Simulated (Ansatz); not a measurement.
# PbS: single point with PBE

Crystal: PbS.

```
Pb S
1.0
     4.08970    0.00000    0.00000
    -2.04485    3.54178    0.00000
     0.00000    0.00000    3.78817
Pb S
1 1
Direct
  0.00000 0.00000 0.00000
  0.66667 0.33333 0.50000
```

Measurements of this composition are mostly on another form, of space group No. 225.

```yaml
Program: Ansatz 0.2.0
Task: single point
Functional: PBE
Potentials_or_basis: all-electron LAPW, scalar-relativistic
Cutoff: 170 eV (chosen from the basis error)
Basis_error_allowed: 0.001 eV/atom
k_mesh: 5 × 5 × 4
Occupations: fermi-dirac, width 0.03 eV
Spin: no spin polarisation
```

```
Pressure               : 0.0 GPa
Band gap on the k mesh : 0.15 eV, indirect (least direct gap 0.87 eV)
```

Stress tensor (GPa, compression positive):
```
-0.30  0.00  0.00
 0.00 -0.30  0.00
 0.00  0.00  0.57
```

Levels at points of the mesh, in eV from the valence-band top:
| k point | band 23 | band 24 | band 25 | band 26 | band 27 | band 28 |
| --- | --- | --- | --- | --- | --- | --- |
| (0.00, 0.00, 0.00) | -2.18 | -1.70 | -1.70 | 3.43 | 3.43 | 5.23 |
| (0.00, 0.00, -0.50) | -1.11 | -1.11 | 0.00 | 0.87 | 3.84 | 3.84 |

It took 11 s on 1 thread of Intel(R) Xeon(R) Processor @ 2.70GHz (shared host), peak memory 0.28 GiB.

Caveat: spin-orbit coupling is left out, which as a rule narrows the gap of such compounds by several tenths of an eV; an odd mesh through Γ misses points on the zone boundary, where band edges often lie.
